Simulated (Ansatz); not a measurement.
# Pt (P6_3/mmc) in Ansatz: notebook

One crystal, Pt, is run at these levels: PBEsol; tasks: single point.

All numbers are computed with Ansatz 0.2.0; they aren't measurements. Logs are shortened: lines on timing, memory, paths and dates and some standing lists are left out, and cuts for length are marked.

## (1) Starting point

Symmetry: P6_3/mmc, No. 194, hexagonal system. Conventional cell: a = 2.761 Å, b = 2.761 Å, c = 4.792 Å, α = 90.00°, β = 90.00°, γ = 120.00°. Pt (site symmetry -6m2) is surrounded by 12 Pt at 2.76 to 2.88 Å.

This isn't the form of Pt at room conditions, which is fcc.

## (2) Single point, PBEsol, 14.87 Å³/atom (volume scaled by 0.94)

input.yaml

```yaml
crystal:
  lattice:
    - [2.704309688, 0.0, 0.0]
    - [-1.352154844, 2.3420008895, 0.0]
    - [0.0, 0.0, 4.6943078975]
  atoms:
    - { symbol: Pt, position: [0.3333333333, 0.6666666667, 0.25] }
    - { symbol: Pt, position: [0.6666666667, 0.3333333333, 0.75] }
kpoints:
  mp_grid: { grid: [11, 11, 6] }
scf:
  occupations: { method: fermi_dirac, width: 0.05 }
hamiltonian:
  xc: pbesol
  pseudopotentials: { kind: all_electron, lapw: { basis_error: 0.0005 } }
output:
  forces: true
  stress: true
  eigenvalues: true
```

Potentials or basis: all-electron LAPW, scalar-relativistic.

Command:

```
> ansatz run input.yaml --threads 1 --pin off --max-ram 3072MiB --backend cpu --events-out ev --progress --plain --runs-dir out
```

Log:

```text
Warning: RAYON_NUM_THREADS=1 ignored (pool sized by the plan → 1); use --threads N
LAPW: plane waves up to 8.992 Å⁻¹, error target 5.0e-4 eV per atom; small_component_spin mean_spin; Pt in spheres of 1.352 Å, 42 of its electrons in bands, Dirac shells [] (how accurate: hamiltonian.pseudopotentials.lapw.basis_error, Limitations)
Engine: ansatz 0.2.0, x86_64-unknown-linux-gnu
Pseudopotentials: kind: all_electron
Pseudopotential: Pt, LAPW, valence charge 42, lapw/all_electron/scalar/gaussian/Pt, Koelling and Harmon's equation, gaussian nucleus
Functional definition: PBEsol
  exchange = pbesol_x
  correlation = pbesol_c
Crystal: 2 atoms, lattice volume = 29.731 Å³
Basis set: ecut = 308.0395261105384 eV, 361 PW (Γ), exchange–correlation at level 2
Bands: 51, of which v1, the nominal top of the filled ones, is band 42 counted from 1 (41 counted from 0)
Symmetry: 24 space group operations
Space group: P63/mmc (ITA 194), of the structure as read, at distance tolerance 3.1e-5 Å
k-points: 64 of 726
Non-local potential: Pt, projectors of the file, none
Initial density: superposition of atomic densities (chi_scale 0.1, normalization cell)
Initial wavefunctions: plane waves of lowest kinetic energy (no species holds an atomic orbital)
Functional: x = pbesol(κ = 0.804, μ = 0.12345679012345678), c = pbesol(β = 0.046)
iter 1 solved again at ethr=2.67e-4 eV; its pass at ethr=1.00e-1 eV (dr2=2.24e-1 eV) is discarded
SCF iter   1: F=—  HF=-1001636.937232 eV  |F-HF|=—  |Δ(HF+E_count)|=         —  Δρ=3.71e-2  dr2=2.24e-1  ethr=2.67e-4  ⟨swp⟩=3.0  Hψ=20285  notcnv=0
preconditioner: auto → Kerker (q_TF=auto, 3.244 Å⁻¹)  [metal: Δε(μ)=0.011 eV  Ē_g=15.038 eV  σ=0.050 eV  W_gap=0.06  n_scr=22 (ndim 8)  ℏωp=30.5 eV  f_vac=0.005  D(μ)=4.46/eV (n_scr^D=66)]
iter 2 solved again at ethr=2.51e-5 eV; its pass at ethr=2.67e-4 eV (dr2=2.11e-2 eV) is discarded
SCF iter   2: F=—  HF=-1001636.210096 eV  |F-HF|=—  |Δ(HF+E_count)|=   7.27e-1  Δρ=9.67e-3  dr2=2.11e-2  ethr=2.51e-5  ⟨swp⟩=2.0  Hψ=16760  notcnv=0
SCF iter   3: F=—  HF=-1001636.170112 eV  |F-HF|=—  |Δ(HF+E_count)|=         —  Δρ=9.24e-3  dr2=1.98e-2  ethr=2.51e-5  ⟨swp⟩=2.0  Hψ=9523  notcnv=0
the basis was enlarged: its passes take 831.5 KiB over the memory plan, 1 of 1 planned eigensolver slots
SCF iter   4: F=—  HF=-1001636.165741 eV  |F-HF|=—  |Δ(HF+E_count)|=   4.37e-3  Δρ=5.72e-3  dr2=8.74e-3  ethr=2.36e-5  ⟨swp⟩=2.0  Hψ=9003  notcnv=0
SCF iter   5: F=—  HF=-1001636.164782 eV  |F-HF|=—  |Δ(HF+E_count)|=   9.59e-4  Δρ=2.37e-3  dr2=1.78e-3  ethr=1.04e-5  ⟨swp⟩=2.0  Hψ=9398  notcnv=0
SCF iter   6: F=—  HF=-1001636.164928 eV  |F-HF|=—  |Δ(HF+E_count)|=   1.46e-4  Δρ=4.16e-4  dr2=5.34e-5  ethr=2.12e-6  ⟨swp⟩=2.0  Hψ=9522  notcnv=0
SCF iter   7: F=—  HF=-1001636.164915 eV  |F-HF|=—  |Δ(HF+E_count)|=   1.31e-5  Δρ=1.68e-4  dr2=5.62e-6  ethr=6.36e-8  ⟨swp⟩=2.0  Hψ=9523  notcnv=0
SCF iter   8: F=—  HF=-1001636.164914 eV  |F-HF|=—  |Δ(HF+E_count)|=   7.98e-7  Δρ=3.65e-5  dr2=3.32e-7  ethr=6.69e-9  ⟨swp⟩=2.0  Hψ=9523  notcnv=0
SCF iter   9: F=-1001636.164914 eV  HF=-1001636.164914 eV  |F-HF|=1.00e-8  |Δ(HF+E_count)|=   5.63e-8  Δρ=9.59e-6  dr2=2.52e-8  ethr=3.95e-10  ⟨swp⟩=2.0  Hψ=9523  notcnv=0
SCF 1 converged in 9 iterations: F = -1001636.164914 eV  dr2 = 2.52e-8
SCF converged after 9 iterations
Free energy (F): -1001636.164914 eV
Harris-Foulkes:  -1001636.164914 eV  (|F-HF|=1.00e-8)
Internal energy: -1001636.131889 eV  (E = F + TS)
E sigma→0 (E₀):  -1001636.148401 eV
Entropy (-TS):   -0.033026 eV (-16.513 meV/atom)
Fermi energy:    29.215013 eV
--- Per-component energies (eV) ---
  E_band       = -6586.436453
  E_kinetic    = 1137358.948631
  E_xc         = -19107.763728
  E_electrostatic = -2119887.316791  (all electrons and nuclei)
  E_smearing   = -0.033026  (= −TS)
  E_closure    = 0.000000  (closes the sum)
  E_atoms      = -1001622.363496  (free atoms, spherical and without spin; not in F)
  Σ components = -1001636.164914   (vs F -1001636.164914, Δ=0.00e0)
  Basis errors (estimates in eV, not in F): energy 1.2e-4 per atom: plane waves 1.1e-4 (5.4e-5 summed), levels above the bands 3.0e-167, relativity 4.2e-9, radial functions 1.9e-5, core shells 2.3e-7; eigenvalues (radial functions only) 5.8e-7; not estimated: angular momenta, meshes, grids; target (lapw.basis_error) 5.0e-4; muffin-tin radii Pt 1.352 Å
--- Forces (eV/Å), atoms counted from 1 ---
  atom   1  Pt     0.00000000     0.00000000     0.00000000
  atom   2  Pt     0.00000000    -0.00000000     0.00000000
  max |Σ_I F_I| component: 9.25e-18 eV/Å
--- Stress (GPa, compression-positive) ---
        7.024818       0.000000       0.000000
       -0.000000       7.024818       0.000000
        0.000000       0.000000       3.115957
  P = ⅓ Tr σ = 5.7219 GPa (57.219 kbar)
--- Band table (eV; the first three rows and the last of 64) ---
  k-point 0: bands = ["-273.9308", "-273.9308", "-273.9308", "-273.9308", "-273.8745", "-273.8745", "-273.8485", "-273.8485", "-273.8485", "-273.8485", "-69.3516", "-69.3255", "-37.8982", "-37.8981", "-37.8928", "-37.8927", "-37.8170", "-37.8156", "-37.8137", "-37.8137", "-37.8136", "-37.8136", "-37.8091", "-37.8091", "-37.8075", "-37.8075", "-23.6572", "-23.3619", "-23.3619", "-23.3119", "-23.3119", "-23.2398", "18.7719", "21.4914", "24.8374", "25.4358", "25.4358", "25.8446", "25.8446", "27.2196", "27.2196", "28.1308", "28.9758", "28.9758", "34.2666", "44.1322", "44.7842", "46.3963", "50.8079", "50.8079", "51.7100"]
  k-point 1: bands = ["-273.9308", "-273.9308", "-273.9308", "-273.9308", "-273.8745", "-273.8745", "-273.8485", "-273.8485", "-273.8485", "-273.8485", "-69.3498", "-69.3273", "-37.8981", "-37.8981", "-37.8928", "-37.8927", "-37.8169", "-37.8157", "-37.8138", "-37.8138", "-37.8136", "-37.8136", "-37.8090", "-37.8090", "-37.8075", "-37.8075", "-23.6299", "-23.3586", "-23.3586", "-23.3153", "-23.3153", "-23.2684", "19.0221", "21.4584", "24.7735", "25.4017", "25.4017", "25.7701", "25.7701", "27.1486", "27.4077", "27.4077", "28.9224", "28.9224", "35.6950", "43.4895", "45.5802", "45.8935", "49.7908", "49.7908", "53.0766"]
  k-point 2: bands = ["-273.9308", "-273.9308", "-273.9308", "-273.9308", "-273.8745", "-273.8745", "-273.8485", "-273.8485", "-273.8485", "-273.8485", "-69.3451", "-69.3320", "-37.8981", "-37.8981", "-37.8928", "-37.8928", "-37.8167", "-37.8159", "-37.8138", "-37.8138", "-37.8137", "-37.8137", "-37.8086", "-37.8086", "-37.8078", "-37.8078", "-23.5547", "-23.3494", "-23.3494", "-23.3460", "-23.3244", "-23.3244", "19.7102", "21.2382", "24.6688", "25.3760", "25.3760", "25.6009", "25.6009", "25.6427", "27.8519", "27.8519", "28.7235", "28.7235", "38.5760", "42.8988", "45.0214", "45.5634", "49.3223", "49.3223", "51.1377"]
  k-point 63: bands = ["-273.9308", "-273.9308", "-273.9308", "-273.9308", "-273.8745", "-273.8745", "-273.8485", "-273.8485", "-273.8485", "-273.8485", "-69.3028", "-69.3028", "-37.8978", "-37.8978", "-37.8950", "-37.8950", "-37.8150", "-37.8150", "-37.8131", "-37.8131", "-37.8128", "-37.8128", "-37.8101", "-37.8101", "-37.8096", "-37.8096", "-23.7365", "-23.7365", "-23.6349", "-23.6349", "-23.3436", "-23.3436", "23.4002", "23.4002", "24.2835", "24.2835", "25.1921", "25.1921", "26.6777", "26.6777", "29.0548", "29.0548", "35.2616", "35.2616", "36.2884", "36.2884", "39.1621", "39.1621", "46.5135", "46.5135", "49.4508"]
```

Wall time 29 s (1 thread of AMD EPYC 7R43 (Zen 3), shared host); peak memory 0.51 GiB.

Results:

| Property | Result |
| --- | --- |
| Free energy | -1001636.1649 eV |
| Pressure | 5.7 GPa |
| Band gap on the k mesh | none (metal or under the smearing width) |

## (3) Single point, PBEsol, 15.18 Å³/atom (volume scaled by 0.96)

Changes to input.yaml since step 2:

```diff
@@ -2,5 +2,5 @@
   lattice:
-    - [2.704309688, 0.0, 0.0]
-    - [-1.352154844, 2.3420008895, 0.0]
-    - [0.0, 0.0, 4.6943078975]
+    - [2.7233547499, 0.0, 0.0]
+    - [-1.361677375, 2.3584943969, 0.0]
+    - [0.0, 0.0, 4.727367493]
   atoms:
```

Potentials or basis: all-electron LAPW, scalar-relativistic.

Command:

```
> ansatz run input.yaml --threads 1 --pin off --max-ram 3072MiB --backend cpu --events-out ev --progress --plain --runs-dir out
```

Wall time 29 s (1 thread of AMD EPYC 7R43 (Zen 3), shared host); peak memory 0.48 GiB.

The run converged. Its results:

```yaml
Free_energy: -1001636.1750 eV
Pressure: -0.5 GPa
Band_gap_on_the_k_mesh: none (metal or under the smearing width)
```

## (4) Single point, PBEsol, 15.50 Å³/atom (volume scaled by 0.98)

Changes to input.yaml since step 3:

```diff
@@ -2,5 +2,5 @@
   lattice:
-    - [2.7233547499, 0.0, 0.0]
-    - [-1.361677375, 2.3584943969, 0.0]
-    - [0.0, 0.0, 4.727367493]
+    - [2.7421371004, 0.0, 0.0]
+    - [-1.3710685502, 2.3747603895, 0.0]
+    - [0.0, 0.0, 4.7599710578]
   atoms:
```

Command:

```
> ansatz run input.yaml --threads 1 --pin off --max-ram 3072MiB --backend cpu --events-out ev --progress --plain --runs-dir out
```

Run time: 29 s. Hardware: 1 thread of AMD EPYC 7R43 (Zen 3), shared host; peak memory 0.51 GiB.

The run converged. Its results:

- Free energy: -1001636.1621 eV
- Pressure: -5.9 GPa
- Band gap on the k mesh: none (metal or under the smearing width)

## (5) Single point, PBEsol, 15.81 Å³/atom

Changes to input.yaml since step 4:

```diff
@@ -2,5 +2,5 @@
   lattice:
-    - [2.7421371004, 0.0, 0.0]
-    - [-1.3710685502, 2.3747603895, 0.0]
-    - [0.0, 0.0, 4.7599710578]
+    - [2.7606656158, 0.0, 0.0]
+    - [-1.3803328079, 2.3908065546, 0.0]
+    - [0.0, 0.0, 4.792134]
   atoms:
```

Command:

```
> ansatz run input.yaml --threads 1 --pin off --max-ram 3072MiB --backend cpu --events-out ev --progress --plain --runs-dir out
```

Wall time 28 s (1 thread of AMD EPYC 7R43 (Zen 3), shared host); peak memory 0.5 GiB.

The run converged. Its results:

| Item | Value |
| --- | --- |
| Free energy | -1001636.1291 eV |
| Pressure | -10.7 GPa |
| Band gap on the k mesh | none (metal or under the smearing width) |

## (6) Single point, PBEsol, 16.13 Å³/atom (volume scaled by 1.02)

Changes to input.yaml since step 5:

```diff
@@ -2,5 +2,5 @@
   lattice:
-    - [2.7606656158, 0.0, 0.0]
-    - [-1.3803328079, 2.3908065546, 0.0]
-    - [0.0, 0.0, 4.792134]
+    - [2.7789487024, 0.0, 0.0]
+    - [-1.3894743512, 2.406640172, 0.0]
+    - [0.0, 0.0, 4.8238709117]
   atoms:
```

Potentials or basis: all-electron LAPW, scalar-relativistic.

Command:

```
> ansatz run input.yaml --threads 1 --pin off --max-ram 3072MiB --backend cpu --events-out ev --progress --plain --runs-dir out
```

Run time: 29 s. Hardware: 1 thread of AMD EPYC 7R43 (Zen 3), shared host; peak memory 0.5 GiB.

The run converged. Its results:

```yaml
Free_energy: -1001636.0786 eV
Pressure: -14.8 GPa
Band_gap_on_the_k_mesh: none (metal or under the smearing width)
```

## (7) Single point, PBEsol, 16.45 Å³/atom (volume scaled by 1.04)

Changes to input.yaml since step 6:

```diff
@@ -2,5 +2,5 @@
   lattice:
-    - [2.7789487024, 0.0, 0.0]
-    - [-1.3894743512, 2.406640172, 0.0]
-    - [0.0, 0.0, 4.8238709117]
+    - [2.7969943295, 0.0, 0.0]
+    - [-1.3984971647, 2.4222681435, 0.0]
+    - [0.0, 0.0, 4.8551956265]
   atoms:
```

Command:

```
> ansatz run input.yaml --threads 1 --pin off --max-ram 3072MiB --backend cpu --events-out ev --progress --plain --runs-dir out
```

Wall time 31 s (1 thread of AMD EPYC 7R43 (Zen 3), shared host); peak memory 0.51 GiB.

It converged, with:

- Free energy: -1001636.0128 eV
- Pressure: -18.4 GPa
- Band gap on the k mesh: none (metal or under the smearing width)

## (8) Single point, PBEsol, 16.76 Å³/atom (volume scaled by 1.06)

Changes to input.yaml since step 7:

```diff
@@ -2,5 +2,5 @@
   lattice:
-    - [2.7969943295, 0.0, 0.0]
-    - [-1.3984971647, 2.4222681435, 0.0]
-    - [0.0, 0.0, 4.8551956265]
+    - [2.8148100603, 0.0, 0.0]
+    - [-1.4074050301, 2.437697019, 0.0]
+    - [0.0, 0.0, 4.8861212732]
   atoms:
```

Command:

```
> ansatz run input.yaml --threads 1 --pin off --max-ram 3072MiB --backend cpu --events-out ev --progress --plain --runs-dir out
```

It took 31 s on 1 thread of AMD EPYC 7R43 (Zen 3), shared host; peak memory 0.51 GiB.

It converged, with:

| Quantity | Value |
| --- | --- |
| Free energy | -1001635.9337 eV |
| Pressure | -21.6 GPa |
| Band gap on the k mesh | none (metal or under the smearing width) |
